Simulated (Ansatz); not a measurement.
# Mn (P6_3/mmc) in Ansatz: a series of runs

Runs on Mn. Level: PBEsol. Tasks: single point, equation of state.

Everything below comes from runs of Ansatz 0.2.0. Logs are shortened: lines on timing, memory, paths and dates and some standing lists are left out, and cuts for length are marked.

### 1 The structure

It takes space group P6_3/mmc (No. 194, hexagonal). Conventional cell: a = 2.484 Å, b = 2.484 Å, c = 4.026 Å, α = 90.00°, β = 90.00°, γ = 120.00°. Mn (site symmetry -6m2) is surrounded by 12 Mn at 2.47 to 2.48 Å.

This isn't the form of Mn at room conditions, which is a 58-atom cubic cell.

### 2 Single point, PBEsol, collinear spin, ferromagnetic start, 10.11 Å³/atom (volume scaled by 0.94)

Input file input.yaml:

```yaml
crystal:
  lattice:
    - [2.4329448958, 0.0, 0.0]
    - [-1.2164724479, 2.1069920858, 0.0]
    - [0.0, 0.0, 3.944004693]
  atoms:
    - { symbol: Mn, position: [0.3333333333, 0.6666666667, 0.25], spin: 4.0 }
    - { symbol: Mn, position: [0.6666666667, 0.3333333333, 0.75], spin: 4.0 }
hamiltonian:
  xc: pbesol
  pseudopotentials: { kind: paw }
magnetization:
  spin_polarized: true
kpoints:
  mp_grid: { grid: [12, 12, 7] }
scf:
  occupations: { method: fermi_dirac, width: 0.05 }
output:
  forces: true
  stress: true
  eigenvalues: true
```

Potentials or basis: Ansatz PAW.

Started as:

```console
$ ansatz run input.yaml --threads 2 --pin off --max-ram 5632MiB --backend cpu --events-out ev --progress --plain --runs-dir out
```

What it wrote:

```text
Warning: RAYON_NUM_THREADS=2 ignored (pool sized by the plan → 2); use --threads N
Engine: ansatz 0.2.0, x86_64-unknown-linux-gnu
Pseudopotentials: kind: paw
Pseudopotential: Mn, paw, valence charge 15, recommended cutoff 420 eV (normal), Mn.paw.azcp
Functional definition: PBEsol
  exchange = pbesol_x
  correlation = pbesol_c
Crystal: 2 atoms, lattice volume = 20.218 Å³
Basis set: ecut = 420 eV, 391 PW (Γ), exchange–correlation on 36×36×54 points (8 copies of the dense FFT grid, shifted against one another)
Bands: 23, of which v1, the nominal top of the filled ones, is band 15 counted from 1 (14 counted from 0)
Symmetry: 24 space group operations
Space group: P63/mmc (ITA 194), of the structure as read, at distance tolerance 2.7e-5 Å
Magnetic group: BNS 194.263 (UNI 1493), of the structure as read, at distance tolerance 2.7e-5 Å
k-points: 76 of 1008
Non-local potential: Mn, projectors of the file, l = 0: 3, l = 1: 2, l = 2: 3, l = 3: 1
PAW form: soft (Blöchl's): semilocal exchange-correlation on the pseudo side does not see the compensation charge
PAW frozen core: Mn, regenerated for the run's functional, and the local potential with it (the file was generated under x = pbe(κ = 0.804, μ = 0.2195149727645171), c = pbe(β = 0.06672455060314922))
PAW one-centre angular grid: Mn, 590 points (default); XC on 64 Gauss nodes
Initial density: superposition of atomic densities (chi_scale 0.1, normalization cell)
Starting moments: Σ|m| = 8 μB on 2 of 2 sites
Initial wavefunctions: pseudopotential atomic-orbital guess
Functional: x = pbesol(κ = 0.804, μ = 0.12345679012345678), c = pbesol(β = 0.046)
SCF iter   1: F=—  HF=-7743.421923 eV  |F-HF|=—  |Δ(HF+E_count)|=         —  Δρ=5.07e-1 (↑5.07e-1 ↓3.02e-1)  dr2=7.68e0  dr2_m=2.98e1  M=0.684 μB ∫|m|=0.703 μB  β_m=0.30  ethr=3.10e-3  ⟨swp⟩=3.9  Hψ=12496  notcnv=0
Mixer restart at iter 1: flushing history
preconditioner: auto → none  [metal: Δε(μ)=0.009 eV  Ē_g=9.711 eV  σ=0.050 eV  W_gap=0.04  n_scr=2 (ndim 8)  ℏωp=30.9 eV  f_vac=0.000  D(μ)=2.21/eV (n_scr^D=34)  sad-step TF]
SCF iter   2: F=—  HF=-7737.713231 eV  |F-HF|=—  |Δ(HF+E_count)|=    5.71e0  Δρ=3.06e-1 (↑3.06e-1 ↓2.36e-1)  dr2=1.10e0  dr2_m=1.35e1  M=0.892 μB ∫|m|=0.894 μB  β_m=0.56  ethr=3.10e-3  ⟨swp⟩=3.5  Hψ=7994  notcnv=0  defer=344
SCF iter   3: F=—  HF=-7738.208248 eV  |F-HF|=—  |Δ(HF+E_count)|=   4.95e-1  Δρ=1.41e-1 (↑1.41e-1 ↓3.71e-2)  dr2=2.09e0  dr2_m=1.24e0  M=0.284 μB ∫|m|=0.285 μB  β_m=0.50  ethr=3.10e-3  ⟨swp⟩=3.2  Hψ=6755  notcnv=0  defer=334
SCF iter   4: F=—  HF=-7737.478938 eV  |F-HF|=—  |Δ(HF+E_count)|=   7.29e-1  Δρ=3.00e-2 (↑1.19e-2 ↓3.00e-2)  dr2=4.86e-2  dr2_m=7.65e-2  M=0.124 μB ∫|m|=0.126 μB  β_m=0.75  ethr=3.10e-3  ⟨swp⟩=3.6  Hψ=7594  notcnv=0  defer=346
SCF iter   5: F=—  HF=-7737.547980 eV  |F-HF|=—  |Δ(HF+E_count)|=   6.90e-2  Δρ=8.55e-3 (↑8.55e-3 ↓5.98e-3)  dr2=2.61e-2  dr2_m=7.89e-4  M=-0.000 μB ∫|m|=0.007 μB  β_m=0.88  ethr=1.62e-4  ⟨swp⟩=3.0  Hψ=6690  notcnv=0  defer=313
SCF iter   6: F=—  HF=-7737.541027 eV  |F-HF|=—  |Δ(HF+E_count)|=   6.95e-3  Δρ=1.34e-3 (↑6.68e-4 ↓1.34e-3)  dr2=9.18e-5  dr2_m=1.77e-4  M=-0.005 μB ∫|m|=0.005 μB  β_m=0.82  ethr=8.68e-5  ⟨swp⟩=2.5  Hψ=5384  notcnv=0  defer=313
SCF iter   7: F=—  HF=-7737.541064 eV  |F-HF|=—  |Δ(HF+E_count)|=   3.71e-5  Δρ=2.26e-4 (↑1.33e-4 ↓2.26e-4)  dr2=1.48e-6  dr2_m=5.72e-6  M=-0.001 μB ∫|m|=0.001 μB  β_m=0.89  ethr=3.06e-7  ⟨swp⟩=2.3  Hψ=5098  notcnv=0  defer=313
SCF iter   8: F=—  HF=-7737.541062 eV  |F-HF|=—  |Δ(HF+E_count)|=   2.30e-6  Δρ=3.17e-5 (↑1.85e-5 ↓3.17e-5)  dr2=2.71e-7  dr2_m=2.86e-8  M=0.000 μB ∫|m|=0.000 μB  β_m=0.90  ethr=4.93e-9  ⟨swp⟩=2.1  Hψ=5579  notcnv=0  defer=313
SCF iter   9: F=—  HF=-7737.541062 eV  |F-HF|=—  |Δ(HF+E_count)|=   1.38e-7  Δρ=1.64e-5 (↑4.58e-6 ↓1.64e-5)  dr2=2.35e-8  dr2_m=1.82e-8  M=0.000 μB ∫|m|=0.000 μB  β_m=0.92  ethr=9.04e-10  ⟨swp⟩=2.3  Hψ=4655  notcnv=0  defer=313
SCF iter  10: F=—  HF=-7737.541062 eV  |F-HF|=—  |Δ(HF+E_count)|=   4.22e-9  Δρ=7.53e-7 (↑7.53e-7 ↓6.51e-7)  dr2=1.91e-11  dr2_m=7.83e-11  M=0.000 μB ∫|m|=0.000 μB  β_m=0.89  ethr=7.84e-11  ⟨swp⟩=2.4  Hψ=5311  notcnv=0  defer=313
SCF iter  11: F=-7737.541062 eV  HF=-7737.541062 eV  |F-HF|=0.00e0  |Δ(HF+E_count)|=  3.09e-11  Δρ=6.59e-8 (↑6.32e-8 ↓6.59e-8)  dr2=1.00e-12  dr2_m=9.34e-14  M=-0.000 μB ∫|m|=0.000 μB  ethr=1.00e-12  ⟨swp⟩=6.3  Hψ=11566  notcnv=0
SCF 1 converged in 11 iterations: F = -7737.541062 eV  dr2 = 1.00e-12
WARN: the starting moments were not kept: the SCF closed with an absolute magnetisation of 2.2e-7 μB, where they sum to 8 μB in size (2 sites). That is at most 0.1 of that sum. Measured as dr2_m measures the in/out step, that magnetisation stands 1.6e-14 eV from none, at or under the dr2_threshold of 1.0e-7 eV: it is no larger than a step whose dr2_m would equal this threshold. The system may hold no moment; this SCF shows only that its start led to no more than that. To try another start: raise the starting moments (crystal.atoms[].spin, magnetization.per_species, magnetization.initial_magnetization, or on a non-collinear deck that types none of these the spinor_matrix: blocks that start its atoms; where the total moment is fixed, keep their sum and leave initial_magnetization as it is; typed ones take the place of any that the run laid by itself, positive ones on a crystal's lanthanoids without a Hubbard term where scf.initial_density.shell_occupations: [] is typed) or, if the notice of its spin-set hold's release reads "site moments contracting" or "site moments show no strong build", lengthen the hold (scf.mixing.spin_hold: { on: { confirm: 4 } }; for m-r²SCAN on two components see the key's manual first). Each may lead to a state that holds a moment. A second SCF, from the converged charge density, with the starting moments and any scf.initial_density.shell_occupations laid on it anew, would have followed, and was not run: the deck does not ask for one (magnetization.retry_lost_moments is false, the default). To let it run, set magnetization.retry_lost_moments: true and run the deck again, where that key's refused combinations let it; where memory then withholds it, that run's warning says so.
SCF converged after 11 iterations
Magnetization: -0.0000 μB (15.0000 up, 15.0000 down)
Absolute magnetization: 0.0000 μB (∫|ρ↑−ρ↓|, with the PAW one-centre terms)
Spin contamination: 0.0000 ħ² per cell (⟨S²⟩ above its minimum at these occupations)
Per-site moments (μB) at R_I (Å): [(1.3827851427409495e-8, 0.9987158183018767), (1.3827851166245251e-8, 0.9987158183018767)]
Free energy (F): -7737.541062 eV
Harris-Foulkes:  -7737.541062 eV  (|F-HF|=0.00e0)
Internal energy: -7737.521059 eV  (E = F + TS)
E sigma→0 (E₀):  -7737.531060 eV
Entropy (-TS):   -0.020003 eV (-10.002 meV/atom)
Fermi energy:    21.522025 eV
--- Per-component energies (eV) ---
  E_band       = -274.213829
  E_kinetic    = 621.578349
  E_local      = -2994.389373  (includes V_loc(G=0)·N_el)
  E_nonlocal   = 474.661452
  E_hartree    = 1252.430605
  E_xc         = -232.111700
  E_vxc        = -298.683163  (∫ρ·V_xc dr)
  E_paw        = -2532.389244  (= ΣΔE_a)
  E_vpaw       = -582.242337  (= ΣTr[D̂ρ^β])
  E_aug_tail   = -0.000019  (compensation charges beyond the density's cutoff)
  E_ewald      = -4327.640430
  E_core_change = 0.339301  (= ΣΔE_core)
  E_smearing   = -0.020003  (= −TS)
  E_closure    = -0.000000  (closes the sum)
  Σ components = -7737.541062   (vs F -7737.541062, Δ=0.00e0)
--- Forces (eV/Å), atoms counted from 1 ---
  atom   1  Mn    -0.00000000    -0.00000000     0.00000000
  atom   2  Mn     0.00000000     0.00000000    -0.00000000
  max |Σ_I F_I| component: 2.31e-18 eV/Å
--- Stress (GPa, compression-positive) ---
        7.030864       0.000000      -0.000000
        0.000000       7.030864       0.000000
       -0.000000       0.000000       6.480219
  P = ⅓ Tr σ = 6.8473 GPa (68.473 kbar)
--- Band table (eV; the first three rows and the last of 152) ---
  k-point 0 ↑: bands = ["-57.4104", "-57.2015", "-26.6730", "-25.8481", "-25.8481", "-25.7214", "-25.7214", "-25.7123", "13.0174", "16.7512", "20.4487", "20.4796", "20.4796", "21.0004", "21.0004", "21.5854", "21.5854", "22.2909", "23.2991", "23.2991", "31.4672", "42.6605", "45.9962"]
  k-point 1 ↑: bands = ["-57.4002", "-57.2120", "-26.6270", "-25.8419", "-25.8419", "-25.7615", "-25.7277", "-25.7277", "13.2476", "16.7308", "20.3574", "20.4069", "20.4069", "20.9107", "20.9107", "21.6911", "21.7762", "21.7762", "23.2896", "23.2896", "32.4176", "42.4114", "45.6334"]
  k-point 2 ↑: bands = ["-57.3715", "-57.2412", "-26.4972", "-25.8984", "-25.8244", "-25.8244", "-25.7454", "-25.7454", "13.9063", "16.5437", "20.1252", "20.3191", "20.3191", "20.5808", "20.6997", "20.6997", "22.1923", "22.1923", "23.2141", "23.2141", "34.6707", "41.7405", "44.4382"]
  k-point 75 ↓: bands = ["-57.1588", "-57.1588", "-26.4632", "-26.4632", "-26.3055", "-26.2398", "-25.8862", "-25.8862", "18.4039", "18.5100", "18.5100", "18.6347", "19.8173", "19.8173", "21.4211", "21.7485", "23.3643", "23.3643", "29.7769", "29.7769", "30.8960", "32.1905", "34.4753"]
```

Wall time 5.7 s (2 threads of Intel Xeon at 2.70GHz, shared host); peak memory 0.38 GiB.

Results:

```yaml
Free_energy: -7737.5411 eV
Pressure: 6.8 GPa
Band_gap_on_the_k_mesh: none (metal or under the smearing width)
Net_moment: 0.00 μB per cell
Absolute_moment: 0.00 μB per cell
```

Caveat: the starting moments collapsed, and a magnetic state may lie lower; the PAW data sets come from PBE, with cores solved anew for the run's functional, which leaves a small shift of forces and pressure; the starting moments weren't kept.

### 3 Single point, PBEsol, collinear spin, ferromagnetic start, 10.32 Å³/atom (volume scaled by 0.96)

input.yaml, as its differences from that of step 2:

```diff
@@ -2,5 +2,5 @@
   lattice:
-    - [2.4329448958, 0.0, 0.0]
-    - [-1.2164724479, 2.1069920858, 0.0]
-    - [0.0, 0.0, 3.944004693]
+    - [2.450078875, 0.0, 0.0]
+    - [-1.2250394376, 2.1218305471, 0.0]
+    - [0.0, 0.0, 3.971780289]
   atoms:
```

Potentials or basis: Ansatz PAW.

Started as:

```console
$ ansatz run input.yaml --threads 2 --pin off --max-ram 5632MiB --backend cpu --events-out ev --progress --plain --runs-dir out
```

Wall time 5.5 s (2 threads of Intel Xeon at 2.70GHz, shared host); peak memory 0.38 GiB.

It converged, with:

- Free energy: -7737.5501 eV
- Pressure: 0.0 GPa
- Band gap on the k mesh: none (metal or under the smearing width)
- Net moment: 0.00 μB per cell
- Absolute moment: 0.00 μB per cell

Caveat: the starting moments collapsed, and a magnetic state may lie lower; the PAW data sets come from PBE, with cores solved anew for the run's functional, which leaves a small shift of forces and pressure; the starting moments weren't kept.

### 4 Single point, PBEsol, collinear spin, ferromagnetic start, 10.54 Å³/atom (volume scaled by 0.98)

input.yaml, as its differences from that of step 3:

```diff
@@ -2,5 +2,5 @@
   lattice:
-    - [2.450078875, 0.0, 0.0]
-    - [-1.2250394376, 2.1218305471, 0.0]
-    - [0.0, 0.0, 3.971780289]
+    - [2.4669765047, 0.0, 0.0]
+    - [-1.2334882524, 2.1364643236, 0.0]
+    - [0.0, 0.0, 3.9991727429]
   atoms:
```

Started as:

```console
$ ansatz run input.yaml --threads 2 --pin off --max-ram 5632MiB --backend cpu --events-out ev --progress --plain --runs-dir out
```

Wall time 6.1 s (2 threads of Intel Xeon at 2.70GHz, shared host); peak memory 0.38 GiB.

The run converged. Its results:

| Quantity | Value |
| --- | --- |
| Free energy | -7737.5417 eV |
| Pressure | -6.1 GPa |
| Band gap on the k mesh | none (metal or under the smearing width) |
| Net moment | 0.00 μB per cell |
| Absolute moment | 0.00 μB per cell |

Caveat: the starting moments collapsed, and a magnetic state may lie lower; the PAW data sets come from PBE, with cores solved anew for the run's functional, which leaves a small shift of forces and pressure; the starting moments weren't kept.

### 5 Single point, PBEsol, collinear spin, ferromagnetic start, 10.75 Å³/atom

input.yaml, as its differences from that of step 4:

```diff
@@ -2,5 +2,5 @@
   lattice:
-    - [2.4669765047, 0.0, 0.0]
-    - [-1.2334882524, 2.1364643236, 0.0]
-    - [0.0, 0.0, 3.9991727429]
+    - [2.4836457705, 0.0, 0.0]
+    - [-1.2418228853, 2.1509003313, 0.0]
+    - [0.0, 0.0, 4.026195]
   atoms:
```

Started as:

```console
$ ansatz run input.yaml --threads 2 --pin off --max-ram 5632MiB --backend cpu --events-out ev --progress --plain --runs-dir out
```

Run time: 20 s. Hardware: 2 threads of Intel Xeon at 2.70GHz, shared host; peak memory 0.55 GiB.

Results (log left out):

```
Free energy            : -7737.5178 eV
Pressure               : -11.6 GPa
Band gap on the k mesh : none (metal or under the smearing width)
Net moment             : 0.00 μB per cell
Absolute moment        : 0.00 μB per cell
```

Caveat: the starting moments collapsed, and a magnetic state may lie lower; the PAW data sets come from PBE, with cores solved anew for the run's functional, which leaves a small shift of forces and pressure; the starting moments weren't kept.

### 6 Single point, PBEsol, collinear spin, ferromagnetic start, 10.97 Å³/atom (volume scaled by 1.02)

input.yaml, as its differences from that of step 5:

```diff
@@ -2,5 +2,5 @@
   lattice:
-    - [2.4836457705, 0.0, 0.0]
-    - [-1.2418228853, 2.1509003313, 0.0]
-    - [0.0, 0.0, 4.026195]
+    - [2.5000942351, 0.0, 0.0]
+    - [-1.2500471176, 2.1651451195, 0.0]
+    - [0.0, 0.0, 4.0528593201]
   atoms:
@@ -21 +21,5 @@
   eigenvalues: true
+  write_density: true
+  write_potential: true
+  elf: true
+  volumetric_format: npy
```

Potentials or basis: Ansatz PAW.

Started as:

```console
$ ansatz run input.yaml --threads 2 --pin off --max-ram 5632MiB --backend cpu --events-out ev --progress --plain --runs-dir out
```

Wall time 22 s (2 threads of Intel Xeon at 2.70GHz, shared host); peak memory 0.56 GiB.

The run converged. Its results:

| Property | Result |
| --- | --- |
| Free energy | -7737.4801 eV |
| Pressure | -16.5 GPa |
| Band gap on the k mesh | none (metal or under the smearing width) |
| Net moment | 0.00 μB per cell |
| Absolute moment | 0.00 μB per cell |

Caveat: the starting moments collapsed, and a magnetic state may lie lower; the PAW data sets come from PBE, with cores solved anew for the run's functional, which leaves a small shift of forces and pressure; the starting moments weren't kept.

### 7 Single point, PBEsol, collinear spin, ferromagnetic start, 11.18 Å³/atom (volume scaled by 1.04)

input.yaml, as its differences from that of step 6:

```diff
@@ -2,5 +2,5 @@
   lattice:
-    - [2.5000942351, 0.0, 0.0]
-    - [-1.2500471176, 2.1651451195, 0.0]
-    - [0.0, 0.0, 4.0528593201]
+    - [2.5163290681, 0.0, 0.0]
+    - [-1.2581645341, 2.1792048973, 0.0]
+    - [0.0, 0.0, 4.0791773259]
   atoms:
@@ -21,5 +21 @@
   eigenvalues: true
-  write_density: true
-  write_potential: true
-  elf: true
-  volumetric_format: npy
```

Started as:

```console
$ ansatz run input.yaml --threads 2 --pin off --max-ram 5632MiB --backend cpu --events-out ev --progress --plain --runs-dir out
```

Run time: 28 s. Hardware: 2 threads of Intel Xeon at 2.70GHz, shared host; peak memory 0.55 GiB.

It converged, with:

```yaml
Free_energy: -7737.4318 eV
Pressure: -19.6 GPa
Band_gap_on_the_k_mesh: none (metal or under the smearing width)
Net_moment: 0.00 μB per cell
Absolute_moment: 1.02 μB per cell
Site_moments: Mn -0.49, +0.49 μB
```

Caveat: the moment fell far below its start of 4 μB, so a state of higher moment may lie lower in energy; the PAW data sets come from PBE, with cores solved anew for the run's functional, which leaves a small shift of forces and pressure; the starting moments weren't kept.

### 8 Single point, PBEsol, collinear spin, ferromagnetic start, 11.40 Å³/atom (volume scaled by 1.06)

input.yaml, as its differences from that of step 7:

```diff
@@ -2,5 +2,5 @@
   lattice:
-    - [2.5163290681, 0.0, 0.0]
-    - [-1.2581645341, 2.1792048973, 0.0]
-    - [0.0, 0.0, 4.0791773259]
+    - [2.532357074, 0.0, 0.0]
+    - [-1.266178537, 2.1930855575, 0.0]
+    - [0.0, 0.0, 4.1051600476]
   atoms:
```

Started as:

```console
$ ansatz run input.yaml --threads 2 --pin off --max-ram 5632MiB --backend cpu --events-out ev --progress --plain --runs-dir out
```

Wall time 30 s (2 threads of Intel Xeon at 2.70GHz, shared host); peak memory 0.54 GiB.

The run converged. Its results:

```yaml
Free_energy: -7737.3757 eV
Pressure: -22.1 GPa
Band_gap_on_the_k_mesh: none (metal or under the smearing width)
Net_moment: 0.00 μB per cell
Absolute_moment: 1.50 μB per cell
Site_moments: Mn +0.72, -0.72 μB
```

Caveat: the PAW data sets come from PBE, with cores solved anew for the run's functional, which leaves a small shift of forces and pressure; the starting moments weren't kept.

### 9 Equation of state, PBEsol, collinear spin, ferromagnetic start

Potentials or basis: Ansatz PAW.

This step only gathers the single runs of the series.

What came out:

| Item | Value |
| --- | --- |
| Equilibrium volume | 10.32 Å³/atom (rough: see the caveat) |
| Bulk modulus at fixed shape and positions | 329 GPa (rough) |

Energy against volume, from the lowest point:
```tsv
volume (Å³/atom)	energy (meV/atom)
10.109	4.51
10.324	0.00
10.539	4.18
10.754	16.13
10.969	35.02
11.184	59.12
11.399	87.21
```

Caveat: the fit is doubtful: noisy points or a state that changes with volume; the cell was scaled at fixed shape and fractional positions, which overstates the stiffness of a crystal with free parameters, most of all of layers and chains.
